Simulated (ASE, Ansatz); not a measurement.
## Finding the fault: LuN/NbN superlattice along [001] (32 atoms)

Program: Ansatz 0.2.0. The cell: 10 Lu, 16 N and 6 Nb.

Input file input.yaml:

```yaml
crystal:
  lattice:
    - [3.1042, 0.0, 0.0]
    - [0.0, 3.1042, 0.0]
    - [0.0, 0.0, 38.42786]
  atoms:
    - { symbol: Lu, position: [0.00893, 0.00217, 0.00017] }
    - { symbol: "N", position: [0.50209, 0.49729, 0.00048] }
    - { symbol: Lu, position: [0.51398, 0.4979, 0.06509] }
    - { symbol: "N", position: [0.00688, 0.01294, 0.0661] }
    - { symbol: Lu, position: [0.99487, 0.00021, 0.13171] }
    - { symbol: "N", position: [0.50055, 0.51076, 0.13135] }
    - { symbol: Lu, position: [0.49812, 0.49723, 0.19647] }
    - { symbol: "N", position: [0.00345, 0.0011, 0.19806] }
    - { symbol: Lu, position: [0.99063, 0.99458, 0.26256] }
    - { symbol: "N", position: [0.49503, 0.50617, 0.26343] }
    - { symbol: Lu, position: [0.49876, 0.49252, 0.32868] }
    - { symbol: "N", position: [0.99962, 0.9982, 0.32918] }
    - { symbol: Lu, position: [0.9935, 0.9851, 0.3944] }
    - { symbol: "N", position: [0.50687, 0.49303, 0.39455] }
    - { symbol: Lu, position: [0.5008, 0.51216, 0.45964] }
    - { symbol: "N", position: [0.99166, 0.00397, 0.45976] }
    - { symbol: Nb, position: [0.01421, 0.00373, 0.52596] }
    - { symbol: "N", position: [0.50369, 0.49661, 0.52561] }
    [... 8 atom lines left out ...]
    - { symbol: Nb, position: [0.49953, 0.50431, 0.82851] }
    - { symbol: "N", position: [0.9926, 0.99537, 0.82815] }
    - { symbol: Nb, position: [0.00213, 0.99701, 0.88527] }
    - { symbol: "N", position: [0.4929, 0.49596, 0.88554] }
    - { symbol: Nb, position: [0.50109, 0.50053, 0.94298] }
    - { symbol: "N", position: [0.99581, 0.98907, 0.94273] }
kpoints:
  mp_grid: { grid: [5, 5, 1] }
hamiltonian:
  xc: pbe
scf:
  occupations: { method: gaussian, width: 0.05 }
  eigensolver: { kind: { support_functions: { accuracy: medium, radius: 3.04 } } }
  mixing: { beta: 0.2 }
  max_iter: 150
output:
  forces: true
  eigenvalues: true
```

Launch:

```console
> ansatz run input.yaml --threads 8 --pin off --max-ram 15872MiB --backend cpu --events-out ev --progress --plain --runs-dir out
```

The log of the run:

```text
Warning: scf.eigensolver.kind.support_functions: disabling space-group detection — the functions' gradient is summed over unrotated k-points, so no spatial operation reduces the k-mesh or symmetrises the density; time reversal is kept, so that k and −k are solved as one point where they differ and the mesh holds both, and exact exchange and, on two spinor components, a DFT+U term hold to it where the run has them: [...]
settings of this run that can trade accuracy for cost: scf.eigensolver.kind.support_functions [...]
Engine: ansatz 0.2.0, aarch64-unknown-linux-gnu
Pseudopotentials: kind: paw
Pseudopotential: Lu, paw, valence charge 25, recommended cutoff 420 eV (normal), Lu.paw.azcp
Pseudopotential: N, paw, valence charge 5, recommended cutoff 420 eV (normal), N.paw.azcp
Pseudopotential: Nb, paw, valence charge 13, recommended cutoff 420 eV (normal), Nb.paw.azcp
[... 5 lines on functional and potentials left out ...]
Error: SCF: the radius of support functions is under 3.40 Å, the least for these sites at the functions' level (scf.eigensolver.kind.support_functions.accuracy). Use scf.eigensolver.kind: auto, or type scf.eigensolver.kind.support_functions.radius at least as long, [...]
```

Wall time 1.8 s (8 threads of Arm Neoverse V1, shared host); peak memory 0.24 GiB; 8.3 s of CPU time.

**Question.** What is wrong with this input, and how is it mended?

A radius under the least that the level allows: support_functions.radius = 3.04.

The fix is to use a longer radius.

The run ended with an error.

[Logs are printed without paths, hosts, clocks, repeated set-up lines and the standing remarks that a program may print on its own settings, such as how far it seeks lower states.]

[Hosts, paths, dates, database ids (printed as entryN), source tags and the programs' standing remarks are cut or masked in the printed files.]
